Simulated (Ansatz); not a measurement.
## Zn under changes of volume

One of the cells (15.169 Å³/atom); the others are scaled copies at fixed shape and fractional positions:

```
Zn
1.0
     0.00000    1.96478    1.96478
     1.96478    0.00000    1.96478
     1.96478    1.96478    0.00000
Zn
1
Direct
  0.00000 0.00000 0.00000
```

This isn't the form of Zn at room conditions, which is hcp.

- Program: Ansatz 0.2.0
- Functional: PBEsol
- Potentials or basis: Ansatz PAW
- Cutoff: 420 eV (not typed: the program's choice for these potentials)
- k mesh: 12 × 12 × 12
- Occupations: fermi-dirac, width 0.05 eV
- Spin: no spin polarisation

```tsv
volume (Å³/atom)	energy over the lowest point (meV/atom)	pressure (GPa)
14.259	0.00	-0.9
14.563	3.47	-2.6
14.866	9.73	-4.0
15.169	18.55	-5.2
15.473	29.49	-6.3
15.776	42.33	-7.2
16.080	?	?
```

**Question.** What does the run at 16.080 Å³/atom give?

**Answer.** Energy over the lowest point 56.82 meV/atom; pressure -8.0 GPa.

Worked out: A Birch-Murnaghan fit of order 3 (a polynomial in V^(-2/3)) to the other rows has its minimum at 14.09 Å³/atom, just outside them, with B0 = V·E''(V) = 86 GPa and B' = 5.3. It gives 56.84 meV/atom at 16.080 Å³/atom, against the run's 56.82, and -dE/dV = -8.0 GPa, against -8.0.

Energies are extrapolated to zero smearing.

Caveats: the PAW data sets come from PBE, with cores solved anew for the run's functional, which leaves a small shift of forces and pressure.
